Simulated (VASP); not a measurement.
# MgO (Periclase) (Fm-3m) in VASP: further runs

One crystal, MgO (Periclase), is run at these levels: PBE; tasks: relaxation of the atoms.

All numbers are computed with VASP 6.6.1; they aren't measurements. Logs are shortened: lines on timing, memory, paths and dates and some standing lists are left out, and cuts for length are marked.

## Step 1: Starting point

The structure is cubic, space group Fm-3m (No. 225). Conventional cell: a = 4.234 Å, b = 4.234 Å, c = 4.234 Å, α = 90.00°, β = 90.00°, γ = 90.00°. Around Mg (site symmetry m-3m) lie 6 O at 2.12 Å. O (site symmetry m-3m) has 6 Mg at 2.12 Å as nearest neighbours.

## Step 2: Relaxation of the atoms, PBE (a relaxed cell with its volume scaled by 0.98)

Input file INCAR:

```
  PREC = Accurate
  ENCUT = 300
  EDIFF = 1E-7
  ISMEAR = 0
  SIGMA = 0.03
  LREAL = False
  LASPH = True
  NELM = 80
  ALGO = Fast
  ISIF = 2
  LWAVE = False
  LCHARG = False
  GGA = PE
  IBRION = 2
  NSW = 40
  EDIFFG = -0.01
```

Input file KPOINTS:

```
Automatic mesh
0
Gamma
  6 6 6
```

Input file POSCAR:

```
MgO                                     
1.0
    0.0000000000      2.1028028014      2.1028028014
    2.1028028014      0.0000000000      2.1028028014
    2.1028028014      2.1028028014      0.0000000000
  Mg              O             
     1     1
Direct
     0.0000000000000000    0.0000000000000000    0.0000000000000000
     0.5000000000000000    0.5000000000000000    0.5000000000000000
```

Potentials or basis: VASP PAW PBE potentials, release 64 (Mg, O_s).

The run is started by

```sh
cat potpaw_PBE.64/Mg/POTCAR potpaw_PBE.64/O_s/POTCAR > POTCAR
mpirun -np 1 vasp_std > vasp.out
```

OUTCAR:

```text
PREC = Accurate
   ENCUT = 300
   EDIFF = 1E-7
   ISMEAR = 0
   LREAL = False
   LASPH = True
   NELM = 80
   ISIF = 2
   GGA = PE
   IBRION = 2
   NSW = 40
   EDIFFG = -0.01

 ion  position               nearest neighbor table
   1  0.000  0.000  0.000-   2 2.10   2 2.10   2 2.10   2 2.10   2 2.10   2 2.10
   2  0.500  0.500  0.500-   1 2.10   1 2.10   1 2.10   1 2.10   1 2.10   1 2.10

  LATTYP: Found a face centered cubic cell.
 ALAT       =     4.2056056028

  Lattice vectors:

 A1 = (   0.0000000000,   2.1028028014,   2.1028028014)
 A2 = (   2.1028028014,   0.0000000000,   2.1028028014)
 A3 = (   2.1028028014,   2.1028028014,   0.0000000000)

Analysis of symmetry for initial positions (statically):
=====================================================================
 Subroutine PRICEL returns:
 Original cell was already a primitive cell.

 Routine SETGRP: Setting up the symmetry group for a
 face centered cubic supercell.

 Subroutine GETGRP returns: Found 48 space group operations
 (whereof 48 operations were pure point group operations)
 out of a pool of 48 trial point group operations.

The static configuration has the point symmetry O_h .

Analysis of symmetry for dynamics (positions and initial velocities):
=====================================================================
 Subroutine PRICEL returns:
 Original cell was already a primitive cell.

 Routine SETGRP: Setting up the symmetry group for a
 face centered cubic supercell.

 Subroutine GETGRP returns: Found 48 space group operations
 (whereof 48 operations were pure point group operations)
 out of a pool of 48 trial point group operations.

The dynamic configuration has the point symmetry O_h .

 Subroutine INISYM returns: Found 48 space group operations
 (whereof 48 operations are pure point group operations),
 and found     1 'primitive' translations

----------------------------------------------------------------------------------------

                                     Primitive cell

  volume of cell :      18.5963

  direct lattice vectors                    reciprocal lattice vectors
     0.000000000  2.102802801  2.102802801    -0.237777884  0.237777884  0.237777884
     2.102802801  0.000000000  2.102802801     0.237777884 -0.237777884  0.237777884
     2.102802801  2.102802801  0.000000000     0.237777884  0.237777884 -0.237777884

  length of vectors
     2.973812241  2.973812241  2.973812241     0.411843376  0.411843376  0.411843376

  position of ions in fractional coordinates (direct lattice)
     0.000000000  0.000000000  0.000000000
     0.500000000  0.500000000  0.500000000

  ion indices of the primitive-cell ions
   primitive index   ion index
                 1           1
                 2           2

----------------------------------------------------------------------------------------

 KPOINTS: Automatic mesh

Automatic generation of k-mesh.
 Grid dimensions read from file:
 generate k-points for:    6    6    6

 Generating k-lattice:

  Cartesian coordinates                     Fractional coordinates (reciprocal lattice)
    -0.039629647  0.039629647  0.039629647     0.166666667  0.000000000  0.000000000
     0.039629647 -0.039629647  0.039629647     0.000000000  0.166666667  0.000000000
     0.039629647  0.039629647 -0.039629647     0.000000000  0.000000000  0.166666667

  Length of vectors
     0.068640563  0.068640563  0.068640563

  Shift w.r.t. Gamma in fractional coordinates (k-lattice)
     0.000000000  0.000000000  0.000000000

 Subroutine IBZKPT returns following result:
 ===========================================

 Found     16 irreducible k-points:

 Following reciprocal coordinates:
            Coordinates               Weight
  0.000000  0.000000  0.000000      1.000000
  0.166667  0.000000  0.000000      8.000000
  0.333333  0.000000  0.000000      8.000000
  0.500000  0.000000  0.000000      4.000000
  0.166667  0.166667  0.000000      6.000000
  0.333333  0.166667  0.000000     24.000000
[... 8 lines left out ...]
 -0.333333  0.333333  0.166667     24.000000
 -0.333333  0.500000  0.166667     12.000000
   k-points           NKPTS =     16   k-points in BZ     NKDIM =     16   number of bands    NBANDS=      8
   number of dos      NEDOS =    301   number of ions     NIONS =      2
   total plane-waves  NPLWV =   5832
   dimension x,y,z NGX =    18 NGY =   18 NGZ =   18
   dimension x,y,z NGXF=    36 NGYF=   36 NGZF=   36
   ions per type =               1   1
   NGX,Y,Z   is equivalent  to a cutoff of  10.06, 10.06, 10.06 a.u.
   NGXF,Y,Z  is equivalent  to a cutoff of  20.13, 20.13, 20.13 a.u.
 SYSTEM =  unknown system
   PREC   = accura    normal or accurate (medium, high low for compatibility)
   ISTART =      0    job   : 0-new  1-cont  2-samecut
   ICHARG =      2    charge: 1-file 2-atom 10-const
   ISPIN  =      1    spin polarized calculation?
   LNONCOLLINEAR =      F non collinear calculations
   LSORBIT =      F    spin-orbit coupling
   LASPH  =      T    aspherical Exc in radial PAW
   ENCUT  =  300.0 eV  22.05 Ry    4.70 a.u.   4.20  4.20  4.20*2*pi/ulx,y,z
   NELM   =     80;   NELMIN=  2; NELMDL= -5     # of ELM steps
   EDIFF  = 0.1E-06   stopping-criterion for ELM
   LREAL  =      F    real-space projection
   EDIFFG = -.1E-01   stopping-criterion for IOM
   NSW    =     40    number of steps for IOM
   IBRION =      2    ionic relax: 0-MD 1-quasi-New 2-CG
   NFREE  =      1    steps in history (QN), initial steepest desc. (CG)
   ISIF   =      2    stress and relaxation
   ISYM   =      2    0-nonsym 1-usesym 2-fastsym
   POTIM  = 0.5000    time-step for ionic-motion
   TEBEG  =    0.0;   TEEND  =   0.0 temperature during run
   PSTRESS=    0.0 pullay stress
   NELECT =       8.0000    total number of electrons
   NUPDOWN=      -1.0000    fix difference up-down
   EMIN   =  10.00;   EMAX   =-10.00  energy-range for DOS
   EFERMI =   0.00;   METHOD = LEGACY
   ISMEAR =     0;   SIGMA  =   0.03  broadening in eV -4-tet -1-fermi 0-gaus
   EFERMI_NEDOS =   21; number of points for ismear=-14 and -15
   IALGO  =     68    algorithm
   IMIX   =      4    mixing-type and parameters
     AMIX     =   0.40;   BMIX     =  1.00
     AMIX_MAG =   1.60;   BMIX_MAG =  1.00
  volume/ion in A,a.u.               =       9.30        62.75
  Fermi-wavevector in a.u.,A,eV,Ry     =   1.235842  2.335403 20.780252  1.527305
  Thomas-Fermi vector in A             =   2.370475
   LORBIT       =      0    0 simple, 1 ext, 2 COOP (PROOUT), +10 PAW based schemes
   GGA     = PE    functional components
   LHFCALC =     F    Hartree Fock is set to
   AEXX    =    0.0000 exact exchange contribution
   IVDW    =     0    specifies the selected vdW correction
   LEPSILON=     F    determine dielectric tensor
   LRPA    =     F    only Hartree local field effects (RPA)
 conjugate gradient relaxation of ions
 non-spin polarized calculation
 RMM-DIIS sequential band-by-band and
 Gauss-broadening in eV      SIGMA  =   0.03
  energy-cutoff  :      300.00
  volume of cell :       18.60
 maximum number of plane-waves:       229
 NGX is ok and might be reduce to    18
   NGX =  9   NGY =  9   NGZ =  9

 number of electron       7.9999996 magnetization

 Free energy of the ion-electron system (eV)
  ---------------------------------------------------
  ext. energy  EPLUGINS =         0.00000000
  ---------------------------------------------------
  free energy    TOTEN  =       -11.90352998 eV

  energy without entropy =      -11.90352998  energy(sigma->0) =      -11.90352998

 E-fermi :   3.7594     XC(G=0): -11.1057

 val. band max:        3.5239356143   @ k =   0.0000   0.0000   0.0000
 cond. band min:       8.3018180018   @ k =   0.0000   0.0000   0.0000
 fundamental gap:      4.7778823875
 Fermi energy:         3.7594401811

 k-point     1 :       0.0000    0.0000    0.0000
  band No.  band energies     occupation
      1     -13.7523      2.00000
      2       3.5239      2.00000
      3       3.5239      2.00000
      4       3.5239      2.00000
      5       8.3018      0.00000
      6      19.3784      0.00000
      7      19.3784      0.00000
      8      19.3784      0.00000

 k-point     2 :       0.1667    0.0000    0.0000
  band No.  band energies     occupation
      1     -13.4660      2.00000
      2       2.0113      2.00000
      3       3.3503      2.00000
      4       3.3503      2.00000
      5       9.7255      0.00000
      6      17.0405      0.00000
      7      19.9626      0.00000
      8      19.9626      0.00000

 k-point     3 :       0.3333    0.0000    0.0000
  band No.  band energies     occupation
      1     -12.8254      2.00000
      2      -0.1595      2.00000
      3       3.0205      2.00000
      4       3.0206      2.00000
      5      11.2366      0.00000
      6      15.8908      0.00000
      7      20.1795      0.00000
      8      20.1795      0.00000

 k-point     4 :       0.5000    0.0000    0.0000
  band No.  band energies     occupation
      1     -12.4574      2.00000
      2      -1.1137      2.00000
      3       2.8660      2.00000
      4       2.8660      2.00000
      5      11.4613      0.00000
      6      16.1797      0.00000
      7      19.9166      0.00000
      8      19.9166      0.00000

 k-point     5 :       0.1667    0.1667    0.0000
  band No.  band energies     occupation
      1     -13.3795      2.00000
      2       1.9342      2.00000
      3       3.1348      2.00000
      4       3.1348      2.00000
      5      10.2079      0.00000
      6      16.2769      0.00000
      7      20.2620      0.00000
      8      20.2620      0.00000
[... 89 lines left out ...]
 k-point    14 :       0.5000    0.3333    0.1667
  band No.  band energies     occupation
      1     -12.4507      2.00000
      2      -0.0294      2.00000
      3       1.6644      2.00000
      4       2.5018      2.00000
      5      13.5781      0.00000
      6      14.6362      0.00000
      7      17.1535      0.00000
      8      20.7890      0.00000

 k-point    15 :      -0.3333    0.3333    0.1667
  band No.  band energies     occupation
      1     -12.2246      2.00000
      2      -0.0791      2.00000
      3       1.0445      2.00000
      4       2.2520      2.00000
      5      14.1378      0.00000
      6      15.5181      0.00000
      7      16.3316      0.00000
      8      20.0940      0.00000

 k-point    16 :      -0.3333    0.5000    0.1667
  band No.  band energies     occupation
      1     -12.1553      2.00000
      2      -0.0519      2.00000
      3       1.2724      2.00000
      4       1.8481      2.00000
      5      14.1114      0.00000
      6      15.0119      0.00000
      7      16.0489      0.00000
      8      20.0959      0.00000

------------------------ aborting loop because EDIFF is reached ----------------------------------------

  FORCE on cell =-STRESS in cart. coord.  units (eV):
  Direction    XX          YY          ZZ          XY          YZ          ZX
  --------------------------------------------------------------------------------------
  -------------------------------------------------------------------------------------
  Total        0.3863065      0.3863065      0.3863065      0.0000000      0.0000000      0.0000000
  in kB       33.2825804     33.2825804     33.2825804      0.0000000      0.0000000      0.0000000
  external PRESSURE =      33.2825804 kB  Pullay stress =       0.0000000 kB

 VOLUME and BASIS-vectors are now :
 -----------------------------------------------------------------------------
  energy-cutoff  :      300.00
  volume of cell :       18.60
      direct lattice vectors                 reciprocal lattice vectors
     0.000000000  2.102802801  2.102802801    -0.237777884  0.237777884  0.237777884
     2.102802801  0.000000000  2.102802801     0.237777884 -0.237777884  0.237777884
     2.102802801  2.102802801  0.000000000     0.237777884  0.237777884 -0.237777884

 POSITION                                       TOTAL-FORCE (eV/Angst)
 -----------------------------------------------------------------------------------
      0.00000      0.00000      0.00000        -0.000000     -0.000000     -0.000000
      2.10280      2.10280      2.10280         0.000000      0.000000      0.000000
 -----------------------------------------------------------------------------------
    total drift:                               -0.000000     -0.000000     -0.000000

  FREE ENERGIE OF THE ION-ELECTRON SYSTEM (eV)
  ---------------------------------------------------
  free  energy   TOTEN  =       -11.9035299841 eV

  energy  without entropy=      -11.9035299841  energy(sigma->0) =      -11.90352998

 reached required accuracy - stopping structural energy minimisation
```

Run time: 2.4 s. Hardware: 1 thread of Intel Xeon Platinum 8488C (Sapphire Rapids), shared host; peak memory 0.11 GiB.

Results:

* Free energy: -11.9035 eV
* Band gap on the k mesh: 4.78 eV, direct

Final structure:
```
Mg O
1.0
     0.00000    2.10280    2.10280
     2.10280    0.00000    2.10280
     2.10280    2.10280    0.00000
Mg O
1 1
Direct
  0.00000 0.00000 0.00000
  0.50000 0.50000 0.50000
```

Caveat: the k mesh is coarse (spacing up to 0.43 Å⁻¹), so the values aren't converged; the cutoff is under 1.25 times the usual one of these potentials, so pressure, stress and relaxed cells hold a basis-set (Pulay) error; the relaxation stopped at its first step, so nothing moved.

## Step 3: Relaxation of the atoms, PBE

INCAR is that of step 2.

KPOINTS is that of step 2.

Input file POSCAR:

```
MgO                                     
1.0
    0.0000000000      2.1170113595      2.1170113595
    2.1170113595      0.0000000000      2.1170113595
    2.1170113595      2.1170113595      0.0000000000
  Mg              O             
     1     1
Direct
     0.0000000000000000    0.0000000000000000    0.0000000000000000
     0.5000000000000000    0.5000000000000000    0.5000000000000000
```

Potentials or basis: VASP PAW PBE potentials, release 64 (Mg, O_s).

The run is started by

```sh
cat potpaw_PBE.64/Mg/POTCAR potpaw_PBE.64/O_s/POTCAR > POTCAR
mpirun -np 1 vasp_std > vasp.out
```

Wall time 2.5 s (1 thread of Intel Xeon Platinum 8488C (Sapphire Rapids), shared host); peak memory 0.11 GiB.

Results (log left out):

| Quantity | Value |
| --- | --- |
| Free energy | -11.9110 eV |
| Band gap on the k mesh | 4.58 eV, direct |

Final structure:
```yaml
crystal:
  lattice:
    - [0.00000, 2.11701, 2.11701]
    - [2.11701, 0.00000, 2.11701]
    - [2.11701, 2.11701, 0.00000]
  atoms:
    - { symbol: Mg, position: [0.00000, 0.00000, 0.00000] }
    - { symbol: O, position: [0.50000, 0.50000, 0.50000] }
```

Levels at points of the mesh, in eV from the valence-band top:
```tsv
k point	band 1	band 2	band 3	band 4	band 5	band 6	band 7	band 8
(0.00, 0.00, 0.00)	-17.17	0.00	0.00	0.00	4.58	15.74	15.74	15.74
(0.50, 0.00, 0.00)	-15.93	-4.55	-0.64	-0.64	7.81	12.43	16.18	16.18
(0.50, 0.50, 0.00)	-15.68	-4.02	-1.33	-1.33	9.12	9.82	12.93	18.74
```

Caveat: the k mesh is coarse (spacing up to 0.43 Å⁻¹), so the values aren't converged; the cutoff is under 1.25 times the usual one of these potentials, so pressure, stress and relaxed cells hold a basis-set (Pulay) error; the relaxation stopped at its first step, so nothing moved.

## Step 4: Relaxation of the atoms, PBE (a relaxed cell with its volume scaled by 1.02)

INCAR is that of step 3.

KPOINTS is that of step 3.

Input file POSCAR:

```
MgO                                     
1.0
    0.0000000000      2.1310317108      2.1310317108
    2.1310317108      0.0000000000      2.1310317108
    2.1310317108      2.1310317108      0.0000000000
  Mg              O             
     1     1
Direct
     0.0000000000000000    0.0000000000000000    0.0000000000000000
     0.5000000000000000    0.5000000000000000    0.5000000000000000
```

The run is started by

```sh
cat potpaw_PBE.64/Mg/POTCAR potpaw_PBE.64/O_s/POTCAR > POTCAR
mpirun -np 1 vasp_std > vasp.out
```

Wall time 2.5 s (1 thread of Intel Xeon Platinum 8488C (Sapphire Rapids), shared host); peak memory 0.11 GiB.

It converged, with:

* Free energy: -11.9123 eV
* Band gap on the k mesh: 4.39 eV, direct

Final structure:
```
CELL_PARAMETERS angstrom
0.00000 2.13103 2.13103
2.13103 0.00000 2.13103
2.13103 2.13103 0.00000
ATOMIC_POSITIONS crystal
Mg 0.00000 0.00000 0.00000
O 0.50000 0.50000 0.50000
```

Levels at points of the mesh, in eV from the valence-band top:
| k point | band 1 | band 2 | band 3 | band 4 | band 5 | band 6 | band 7 | band 8 |
| --- | --- | --- | --- | --- | --- | --- | --- | --- |
| (0.00, 0.00, 0.00) | -17.08 | 0.00 | 0.00 | 0.00 | 4.39 | 15.63 | 15.63 | 15.63 |
| (0.50, 0.00, 0.00) | -15.88 | -4.46 | -0.61 | -0.61 | 7.69 | 12.21 | 15.98 | 15.98 |
| (0.50, 0.50, 0.00) | -15.63 | -3.94 | -1.30 | -1.30 | 9.10 | 9.61 | 12.73 | 18.44 |

Caveat: the k mesh is coarse (spacing up to 0.43 Å⁻¹), so the values aren't converged; the cutoff is under 1.25 times the usual one of these potentials, so pressure, stress and relaxed cells hold a basis-set (Pulay) error; the relaxation stopped at its first step, so nothing moved.

## Step 5: Relaxation of the atoms, PBE (a relaxed cell with its volume scaled by 1.04)

INCAR is that of step 4.

KPOINTS is that of step 4.

Input file POSCAR:

```
MgO                                     
1.0
    0.0000000000      2.1448699668      2.1448699668
    2.1448699668      0.0000000000      2.1448699668
    2.1448699668      2.1448699668      0.0000000000
  Mg              O             
     1     1
Direct
     0.0000000000000000    0.0000000000000000    0.0000000000000000
     0.5000000000000000    0.5000000000000000    0.5000000000000000
```

The run is started by

```sh
cat potpaw_PBE.64/Mg/POTCAR potpaw_PBE.64/O_s/POTCAR > POTCAR
mpirun -np 1 vasp_std > vasp.out
```

Run time: 2.5 s. Hardware: 1 thread of Intel Xeon Platinum 8488C (Sapphire Rapids), shared host; peak memory 0.11 GiB.

The run converged. Its results:

```yaml
Free_energy: -11.9056 eV
Band_gap_on_the_k_mesh: 4.22 eV, direct
```

Final structure:
```
Mg O
1.0
     0.00000    2.14487    2.14487
     2.14487    0.00000    2.14487
     2.14487    2.14487    0.00000
Mg O
1 1
Direct
  0.00000 0.00000 0.00000
  0.50000 0.50000 0.50000
```

Levels at points of the mesh, in eV from the valence-band top:
| k point | band 1 | band 2 | band 3 | band 4 | band 5 | band 6 | band 7 | band 8 |
| --- | --- | --- | --- | --- | --- | --- | --- | --- |
| (0.00, 0.00, 0.00) | -16.98 | 0.00 | 0.00 | 0.00 | 4.22 | 15.52 | 15.52 | 15.52 |
| (0.50, 0.00, 0.00) | -15.83 | -4.38 | -0.59 | -0.59 | 7.57 | 11.99 | 15.78 | 15.78 |
| (0.50, 0.50, 0.00) | -15.59 | -3.86 | -1.27 | -1.27 | 9.07 | 9.40 | 12.53 | 18.16 |

Caveat: the k mesh is coarse (spacing up to 0.42 Å⁻¹), so the values aren't converged; the cutoff is under 1.25 times the usual one of these potentials, so pressure, stress and relaxed cells hold a basis-set (Pulay) error; the relaxation stopped at its first step, so nothing moved.

## Step 6: The runs side by side

```csv
cell,gap on the mesh (eV)
atoms relaxed from: a relaxed cell with its volume scaled by 0.98,4.78
atoms relaxed,4.58
atoms relaxed from: a relaxed cell with its volume scaled by 1.02,4.39
atoms relaxed from: a relaxed cell with its volume scaled by 1.04,4.22
```

Alike in all rows: task relaxation of the atoms; level PBE; potentials or basis VASP PAW PBE potentials, release 64 (Mg, O_s); no spin polarisation; k mesh 6 × 6 × 6; cutoff (eV) 300; smearing gaussian 0.03 eV; the mesh is coarse, so values aren't converged.

Caveats: all runs use coarse meshes; the cutoff is under 1.25 times the usual one of these potentials, so pressure, stress and relaxed cells hold a basis-set (Pulay) error; the relaxation stopped at its first step, so nothing moved.

Absolute energies hang on the potentials; compare differences alone.
